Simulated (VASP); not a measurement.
The system is ZnSiP2.

```
CELL_PARAMETERS angstrom
-2.68670 2.68670 5.23003
2.68670 -2.68670 5.23003
2.68670 2.68670 -5.23003
ATOMIC_POSITIONS crystal
Zn 0.75000 0.25000 0.50000
Zn 0.00000 0.00000 0.00000
P 0.14230 0.62500 0.01730
P 0.60770 0.12500 0.98270
P 0.87500 0.85770 0.48270
P 0.37500 0.39230 0.51730
Si 0.25000 0.75000 0.50000
Si 0.50000 0.50000 0.00000
```

The cell is a database's computed one.

Base run:

| Item | Value |
| --- | --- |
| Program | VASP 6.6.1 |
| Functional | PBEsol |
| Potentials or basis | VASP PAW PBE potentials, release 64 (Zn, P, Si) |
| Cutoff | 520 eV |
| k mesh | 5 × 5 × 5 |
| Occupations | fermi-dirac, width 0.05 eV |
| Spin | no spin polarisation |

Its results: band gap on the k mesh 1.19 eV, direct.

Problem. The run is repeated on the same cell with these changes: functional from PBEsol to RPBE. What comes out?

Solution. Band gap on the k mesh 1.38 eV, direct.

Not every run made on this cell is shown here.
